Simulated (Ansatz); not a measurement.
**Clamped-ion strain scan in Sn**

Theory: Ansatz 0.2.0, DFT r2SCAN, scalar-relativistic, plane waves, PAW. The runs took a 500 eV cutoff, a Γ-centred 20×20×20 mesh and Gaussian smearing (0.15 eV). No spin polarisation. Energies are free energies at this smearing, counted from the undisturbed cell; pressure is positive in compression.

The starting cell (as given, not relaxed at this level; it stands at -2.2 GPa; this form isn't the usual structure):

```xyz
1
Lattice="-1.7265 1.7755 2.3383 1.7265 -1.7755 2.3383 1.7265 1.7755 -2.3383" Properties=species:S:1:pos:R:3 pbc="T T T"
Sn    0.0000    0.0000    0.0000
```

The cell is strained by ε times the Voigt pattern (1, 1, 0, 0, 0, 0) (xx, yy, zz, yz, xz, xy; engineering shear) with fractional coordinates fixed. The cell is metallic on the mesh throughout.

```tsv
ε	ΔE (meV/atom)	stress summed along the pattern (GPa, tension positive)	pressure (GPa)
-0.1000	124.1	-24.37	12.2
-0.0750	?	?	7.1
-0.0500	?	?	3.1
-0.0250	-8.1	-0.53	0.2
0.0000	0.0	4.09	-2.2
0.0250	27.6	7.94	-4.0
0.0500	?	?	-5.4
0.0750	129.1	13.03	-6.4
0.0875	161.6	13.81	-6.8
0.1000	196.2	14.46	-7.1
```

Question: Give the withheld values.

Answer: ΔE (meV/atom) at ε = -0.0750: 46.8; stress summed along the pattern (GPa, tension positive) at ε = -0.0750: -13.94; ΔE (meV/atom) at ε = -0.0500: 5.6; stress summed along the pattern (GPa, tension positive) at ε = -0.0500: -6.15; ΔE (meV/atom) at ε = 0.0500: 71.8; stress summed along the pattern (GPa, tension positive) at ε = 0.0500: 10.94.